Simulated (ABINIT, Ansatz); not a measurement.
# AlN (F-43m): zone-centre phonons, part 2 of 3

Wanted: the vibrations of AlN (F-43m) at Γ, by two programs.

ABINIT 10.8.3; DFT LDA, scalar-relativistic, plane waves, PseudoDojo norm-conserving pseudopotentials.

So far. Step 3 (Self-consistent run for the response): The cell stands at -0.49 GPa: the relaxation ran with a smoothed and higher cutoff and on another k mesh. Step 5 (Linear response at Γ): The acoustic modes at Γ come out as far as 1.5 cm⁻¹ from zero, where they should vanish, a small numerical error; the Born charges miss their sum rule by 2.2e-5 e, which is good. The relaxed cell has a = 4.333 Å (conventional setting).

## (6) Modes with the sum rule

anaddb reads the merged derivatives, imposes the acoustic sum rule and charge neutrality, and adds the LO-TO term along chosen directions.

Contents of anaddb.abi:

```
ddb_filepath "gamma_DDB"
output_file "anaddb.abo"
outdata_prefix "anaddb"
asr 1
chneut 1
enunit 2
eivec 1
nph1l 1
qph1l 0.0 0.0 0.0 1.0
dieflag 1
nph2l 3
qph2l 
    1.0 0.0 0.0 0.0
    0.0 0.0 1.0 0.0
    1.0 1.0 1.0 0.0
```

Contents of mrgddb.in:

```
gamma_DDB
merged
2
dfpt_gammao_DS2_DDB
gso_DDB
```

On the command line:

```bash
$ mrgddb < mrgddb.in > mrgddb.log
$ OMP_NUM_THREADS=1 anaddb anaddb.abi > anaddb.log
```

anaddb.abo, the main output file:

```text
[banners, grids, parts of the stress and lines that vanish by symmetry left out]
-outvars_anaddb: echo values of input variables ----------------------

 Flags :
[...]
Dielectric Tensor and Effective Charges
[...]
Effective charge tensors after
[...]
Phonon wavevector (reduced coordinates) :  0.00000  0.00000  0.00000
 Phonon energies in Hartree :
[...]
Phonon energies in meV     :
-  0.000000E+00  0.000000E+00  0.000000E+00  8.293081E+01  8.293081E+01
-  8.293081E+01
 Phonon frequencies in cm-1    :
-  0.000000E+00  0.000000E+00  0.000000E+00  6.688821E+02  6.688821E+02
-  6.688821E+02
 Phonon frequencies in Thz     :
-  0.000000E+00  0.000000E+00  0.000000E+00  2.005258E+01  2.005258E+01
-  2.005258E+01
 Phonon energies in Kelvin  :
-  0.000000E+00  0.000000E+00  0.000000E+00  9.623720E+02  9.623720E+02
-  9.623720E+02
[...]
-  1  0.00000000E+00  0.00000000E+00  3.65839071E-03
-     0.00000000E+00  0.00000000E+00  0.00000000E+00
-  2  0.00000000E+00  0.00000000E+00  3.65839124E-03
-     0.00000000E+00  0.00000000E+00  0.00000000E+00
[...]
-  1  2.29127624E-07  3.65839071E-03  0.00000000E+00
-     0.00000000E+00  0.00000000E+00  0.00000000E+00
-  2  2.29127657E-07  3.65839123E-03  0.00000000E+00
-     0.00000000E+00  0.00000000E+00  0.00000000E+00
[...]
-  1  3.65839071E-03 -2.29127624E-07  0.00000000E+00
-     0.00000000E+00  0.00000000E+00  0.00000000E+00
-  2  3.65839123E-03 -2.29127657E-07  0.00000000E+00
-     0.00000000E+00  0.00000000E+00  0.00000000E+00
[...]
-  1  0.00000000E+00  0.00000000E+00  2.63587811E-03
-     0.00000000E+00  0.00000000E+00  0.00000000E+00
-  2  0.00000000E+00  0.00000000E+00 -5.07755821E-03
-     0.00000000E+00  0.00000000E+00  0.00000000E+00
[...]
-  1  4.24412257E-07  2.63587807E-03  0.00000000E+00
-     0.00000000E+00  0.00000000E+00  0.00000000E+00
-  2 -8.17555992E-07 -5.07755815E-03  0.00000000E+00
-     0.00000000E+00  0.00000000E+00  0.00000000E+00
[...]
-  1  2.63587807E-03 -4.24412257E-07  0.00000000E+00
-     0.00000000E+00  0.00000000E+00  0.00000000E+00
-  2 -5.07755815E-03  8.17555992E-07  0.00000000E+00
-     0.00000000E+00  0.00000000E+00  0.00000000E+00
[...]
-     1         -0.000000    -0.000000    -0.000000     0.000000
-     2         -0.000000    -0.000000    -0.000000     0.000000
-     3         -0.000000     0.000000    -0.000000     0.000000
-     4         -0.000000    -0.000000     3.409580     3.409580
-     5          0.000549     3.409580     0.000000     3.409580
-     6          3.409580    -0.000549     0.000000     3.409580
[...]
-   1     Real    0.0000E+00  0.0000E+00  0.0000E+00  0.0000E+00  0.0000E+00  0.0000E+00  0.0000E+00
[...]
-   2     Real    0.0000E+00  0.0000E+00  0.0000E+00  0.0000E+00  0.0000E+00  0.0000E+00  0.0000E+00
[...]
-   3     Real    0.0000E+00  0.0000E+00  0.0000E+00  0.0000E+00  0.0000E+00  0.0000E+00  0.0000E+00
[...]
-   4     Real    0.0000E+00  0.0000E+00  3.8049E-04  0.0000E+00  0.0000E+00  0.0000E+00  3.8049E-04
[...]
-   5     Real    9.8643E-12  3.8049E-04  0.0000E+00  6.1264E-08  0.0000E+00  0.0000E+00  3.8049E-04
[...]
-   6     Real    3.8049E-04  9.8643E-12  0.0000E+00 -6.1264E-08  0.0000E+00  0.0000E+00  3.8049E-04
[...]
Phonon at Gamma, with non-analyticity in the
[...]
Phonon energies in Hartree :
[...]
Phonon energies in meV     :
-  0.000000E+00  0.000000E+00  0.000000E+00  8.293081E+01  8.293081E+01
-  1.123571E+02
 Phonon frequencies in cm-1    :
-  0.000000E+00  0.000000E+00  0.000000E+00  6.688821E+02  6.688821E+02
-  9.062208E+02
 Phonon frequencies in Thz     :
-  0.000000E+00  0.000000E+00  0.000000E+00  2.005258E+01  2.005258E+01
-  2.716782E+01
 Phonon energies in Kelvin  :
-  0.000000E+00  0.000000E+00  0.000000E+00  9.623720E+02  9.623720E+02
-  1.303850E+03
[...]
-  1  0.00000000E+00  3.21664612E-07 -3.65839070E-03
-     0.00000000E+00  0.00000000E+00  0.00000000E+00
-  2  0.00000000E+00  3.21664659E-07 -3.65839122E-03
-     0.00000000E+00  0.00000000E+00  0.00000000E+00
[...]
Phonon at Gamma, with non-analyticity in the
[...]
Phonon energies in Hartree :
[...]
Phonon energies in meV     :
-  0.000000E+00  0.000000E+00  0.000000E+00  8.293081E+01  8.293081E+01
-  1.123571E+02
 Phonon frequencies in cm-1    :
-  0.000000E+00  0.000000E+00  0.000000E+00  6.688821E+02  6.688821E+02
-  9.062208E+02
 Phonon frequencies in Thz     :
-  0.000000E+00  0.000000E+00  0.000000E+00  2.005258E+01  2.005258E+01
-  2.716782E+01
 Phonon energies in Kelvin  :
-  0.000000E+00  0.000000E+00  0.000000E+00  9.623720E+02  9.623720E+02
-  1.303850E+03
[...]
Phonon at Gamma, with non-analyticity in the
[...]
Phonon energies in Hartree :
[...]
Phonon energies in meV     :
-  0.000000E+00  0.000000E+00  0.000000E+00  8.293081E+01  8.293081E+01
-  1.123571E+02
 Phonon frequencies in cm-1    :
-  0.000000E+00  0.000000E+00  0.000000E+00  6.688821E+02  6.688821E+02
-  9.062208E+02
 Phonon frequencies in Thz     :
-  0.000000E+00  0.000000E+00  0.000000E+00  2.005258E+01  2.005258E+01
-  2.716782E+01
 Phonon energies in Kelvin  :
-  0.000000E+00  0.000000E+00  0.000000E+00  9.623720E+02  9.623720E+02
-  1.303850E+03
[...]
-  1  4.80241423E-06 -3.65836197E-03 -1.36902234E-05
-     0.00000000E+00  0.00000000E+00  0.00000000E+00
-  2  4.80249498E-06 -3.65836242E-03 -1.36901454E-05
-     0.00000000E+00  0.00000000E+00  0.00000000E+00
[...]
-  1  3.65838617E-03  4.79039513E-06  3.23493940E-06
-     0.00000000E+00  0.00000000E+00  0.00000000E+00
-  2  3.65838662E-03  4.79031578E-06  3.23485983E-06
-     0.00000000E+00  0.00000000E+00  0.00000000E+00
[...]
-  1  4.86240964E-04  1.57253477E-03 -2.05877573E-03
-     0.00000000E+00  0.00000000E+00  0.00000000E+00
-  2 -9.36658183E-04 -3.02921323E-03  3.96587141E-03
-     0.00000000E+00  0.00000000E+00  0.00000000E+00
[...]
-  1  2.09653810E-03 -1.46936608E-03 -6.27172021E-04
-     0.00000000E+00  0.00000000E+00  0.00000000E+00
-  2 -4.03861400E-03  2.83047678E-03  1.20813722E-03
-     0.00000000E+00  0.00000000E+00  0.00000000E+00
[...]
Direction                     Dielectric constant
[...]
0.00000   0.00000   1.00000      8.23805929
   1.00000   1.00000   1.00000      8.23805929
-
```

Elapsed: 0.61 s, on 1 thread of Arm Neoverse N1, shared host.

This step gave:

```yaml
miss_of_the_charge_sum_rule: 2.20e-5 e
mean_static_dielectric_constant: 8.238
highest_mode_moved_by_the_lo_to_term: 906.2 cm⁻¹
```

No LO-TO term; unit eigenvectors of the mass-weighted matrix, from anaddb's displacements. Modes at Γ, with each element's share of the kinetic energy:

```csv
mode,frequency (cm⁻¹),symmetry,Al %,N %
1,0.0,acoustic,66,34
2,0.0,acoustic,66,34
3,0.0,acoustic,66,34
4,668.9,T2,34,66
5,668.9,T2,34,66
6,668.9,T2,34,66
```

Displacements in mode 4 (668.9 cm⁻¹), the largest set to 1:
```
Al1  0.00  0.00  0.52
N2   0.00  0.00 -1.00
```

Trace of the oscillator strength, degenerate modes summed. Infrared lines, with heights relative to the strongest:

```csv
position (cm⁻¹),lines merged,"IR intensity, relative"
669,3,100
```

Static dielectric tensor (ions relaxed, fixed cell):

```
8.24 0.00 0.00
0.00 8.24 0.00
0.00 0.00 8.24
```

The rule moves no optical mode by more than 0.1 cm⁻¹.

## (7) Sum rules set otherwise (asr 0)

Without the rule the raw error of the acoustic modes shows.

anaddb.abi, as its differences from that of step 6:

```diff
@@ -3,4 +3,4 @@
 outdata_prefix "anaddb"
-asr 1
-chneut 1
+asr 0
+chneut 0
 enunit 2
```

mrgddb.in is that of step 6.

anaddb.abo, the main output file:

```text
[banners, grids, parts of the stress and lines that vanish by symmetry left out]
-outvars_anaddb: echo values of input variables ----------------------

 Flags :
[...]
Dielectric Tensor and Effective Charges
[...]
Effective charge tensors after
[...]
Phonon wavevector (reduced coordinates) :  0.00000  0.00000  0.00000
 Phonon energies in Hartree :
[...]
Phonon energies in meV     :
-  1.864972E-01  1.864972E-01  1.864972E-01  8.293121E+01  8.293121E+01
-  8.293121E+01
 Phonon frequencies in cm-1    :
-  1.504201E+00  1.504201E+00  1.504201E+00  6.688853E+02  6.688853E+02
-  6.688853E+02
 Phonon frequencies in Thz     :
-  4.509481E-02  4.509481E-02  4.509482E-02  2.005268E+01  2.005268E+01
-  2.005268E+01
 Phonon energies in Kelvin  :
-  2.164210E+00  2.164210E+00  2.164210E+00  9.623767E+02  9.623767E+02
-  9.623767E+02
[...]
-  1  4.59633824E-07  1.30551896E-06  3.65840902E-03
-     0.00000000E+00  0.00000000E+00  0.00000000E+00
-  2  4.59627065E-07  1.30549976E-06  3.65835521E-03
-     0.00000000E+00  0.00000000E+00  0.00000000E+00
[...]
-  1  4.45964211E-07  3.65840902E-03 -1.30557499E-06
-     0.00000000E+00  0.00000000E+00  0.00000000E+00
-  2  4.45957653E-07  3.65835522E-03 -1.30555579E-06
-     0.00000000E+00  0.00000000E+00  0.00000000E+00
[...]
-  1  3.65840922E-03 -4.46128208E-07 -4.59474647E-07
-     0.00000000E+00  0.00000000E+00  0.00000000E+00
-  2  3.65835542E-03 -4.46121648E-07 -4.59467890E-07
-     0.00000000E+00  0.00000000E+00  0.00000000E+00
[...]
-  1  0.00000000E+00  0.00000000E+00  2.63585234E-03
-     0.00000000E+00  0.00000000E+00  0.00000000E+00
-  2  0.00000000E+00  0.00000000E+00 -5.07758398E-03
-     0.00000000E+00  0.00000000E+00  0.00000000E+00
[...]
-  1  1.76156232E-07  2.63585233E-03  0.00000000E+00
-     0.00000000E+00  0.00000000E+00  0.00000000E+00
-  2 -3.39339214E-07 -5.07758397E-03  0.00000000E+00
-     0.00000000E+00  0.00000000E+00  0.00000000E+00
[...]
-  1  2.63585233E-03 -1.76156388E-07  0.00000000E+00
-     0.00000000E+00  0.00000000E+00  0.00000000E+00
-  2 -5.07758397E-03  3.39339514E-07  0.00000000E+00
-     0.00000000E+00  0.00000000E+00  0.00000000E+00
[...]
-     1          0.000000     0.000000     0.000042     0.000042
-     2          0.000000     0.000042    -0.000000     0.000042
-     3          0.000042    -0.000000    -0.000000     0.000042
-     4          0.000067     0.000010     3.409568     3.409568
-     5          0.000228     3.409568    -0.000010     3.409568
-     6          3.409568    -0.000228    -0.000067     3.409568
[...]
-   1     Real    0.0000E+00  0.0000E+00  4.7385E-14  0.0000E+00  0.0000E+00  0.0000E+00  4.7385E-14
[...]
-   2     Real    0.0000E+00  4.7385E-14  0.0000E+00  0.0000E+00  0.0000E+00  0.0000E+00  4.7385E-14
[...]
-   3     Real    4.7385E-14  0.0000E+00  0.0000E+00  0.0000E+00  0.0000E+00  0.0000E+00  4.7385E-14
[...]
-   4     Real    1.4634E-13  0.0000E+00  3.8049E-04  2.2462E-14  7.4619E-09  1.1454E-09  3.8049E-04
[...]
-   5     Real    1.6994E-12  3.8049E-04  0.0000E+00  2.5428E-08 -7.6579E-14 -1.1459E-09  3.8049E-04
[...]
-   6     Real    3.8049E-04  1.6994E-12  1.4634E-13 -2.5428E-08 -7.4618E-09  4.9868E-13  3.8049E-04
[...]
Phonon at Gamma, with non-analyticity in the
[...]
Phonon energies in Hartree :
[...]
Phonon energies in meV     :
-  1.864972E-01  1.864972E-01  1.864982E-01  8.293121E+01  8.293121E+01
-  1.123573E+02
 Phonon frequencies in cm-1    :
-  1.504201E+00  1.504201E+00  1.504210E+00  6.688853E+02  6.688853E+02
-  9.062226E+02
 Phonon frequencies in Thz     :
-  4.509481E-02  4.509481E-02  4.509507E-02  2.005268E+01  2.005268E+01
-  2.716787E+01
 Phonon energies in Kelvin  :
-  2.164210E+00  2.164210E+00  2.164222E+00  9.623767E+02  9.623767E+02
-  1.303852E+03
[...]
-  1  0.00000000E+00  1.30700870E-06  3.65840904E-03
-     0.00000000E+00  0.00000000E+00  0.00000000E+00
-  2  0.00000000E+00  1.30698948E-06  3.65835524E-03
-     0.00000000E+00  0.00000000E+00  0.00000000E+00
[...]
Phonon at Gamma, with non-analyticity in the
[...]
Phonon energies in Hartree :
[...]
Phonon energies in meV     :
-  1.864972E-01  1.864972E-01  1.864982E-01  8.293121E+01  8.293121E+01
-  1.123573E+02
 Phonon frequencies in cm-1    :
-  1.504201E+00  1.504201E+00  1.504209E+00  6.688853E+02  6.688853E+02
-  9.062226E+02
 Phonon frequencies in Thz     :
-  4.509481E-02  4.509482E-02  4.509507E-02  2.005268E+01  2.005268E+01
-  2.716787E+01
 Phonon energies in Kelvin  :
-  2.164210E+00  2.164210E+00  2.164222E+00  9.623767E+02  9.623767E+02
-  1.303852E+03
[...]
Phonon at Gamma, with non-analyticity in the
[...]
Phonon energies in Hartree :
[...]
Phonon energies in meV     :
-  1.864972E-01  1.864972E-01  1.864982E-01  8.293121E+01  8.293121E+01
-  1.123573E+02
 Phonon frequencies in cm-1    :
-  1.504201E+00  1.504201E+00  1.504210E+00  6.688853E+02  6.688853E+02
-  9.062226E+02
 Phonon frequencies in Thz     :
-  4.509481E-02  4.509481E-02  4.509507E-02  2.005268E+01  2.005268E+01
-  2.716787E+01
 Phonon energies in Kelvin  :
-  2.164210E+00  2.164210E+00  2.164222E+00  9.623767E+02  9.623767E+02
-  1.303852E+03
[...]
-  1  2.95299955E-03 -1.80980600E-03 -1.17828450E-03
-     0.00000000E+00  0.00000000E+00  0.00000000E+00
-  2  2.95295600E-03 -1.80977951E-03 -1.17826730E-03
-     0.00000000E+00  0.00000000E+00  0.00000000E+00
[...]
-  1  2.12932209E-03  2.10718494E-03  2.09990941E-03
-     0.00000000E+00  0.00000000E+00  0.00000000E+00
-  2  2.12931340E-03  2.10717657E-03  2.09990115E-03
-     0.00000000E+00  0.00000000E+00  0.00000000E+00
[...]
-  1  4.86113016E-04  1.57260574E-03 -2.05871875E-03
-     0.00000000E+00  0.00000000E+00  0.00000000E+00
-  2 -9.36425619E-04 -3.02939492E-03  3.96582054E-03
-     0.00000000E+00  0.00000000E+00  0.00000000E+00
[...]
-  1  2.09654617E-03 -1.46925931E-03 -6.27286865E-04
-     0.00000000E+00  0.00000000E+00  0.00000000E+00
-  2 -4.03868953E-03  2.83031314E-03  1.20837639E-03
-     0.00000000E+00  0.00000000E+00  0.00000000E+00
[...]
Direction                     Dielectric constant
[...]
0.00000   0.00000   1.00000      8.23801222
   1.00000   1.00000   1.00000      8.23801222
-
```

Elapsed: 0.55 s, on 1 thread.

Zone-centre frequencies as printed; negative means imaginary. Modes:

```csv
mode,frequency (cm⁻¹)
1,1.5
2,1.5
3,1.5
4,668.9
5,668.9
6,668.9
```

(Part 2 of 3 ends here.)

[Host names and launcher messages were left out of these logs when they were recorded.]

[Logs are printed without paths, hosts, clocks, repeated set-up lines and the standing remarks that a program may print on its own settings, such as how far it seeks lower states.]

[Hosts, paths, dates, database ids (printed as entryN), source tags and the programs' standing remarks are cut or masked in the printed files.]
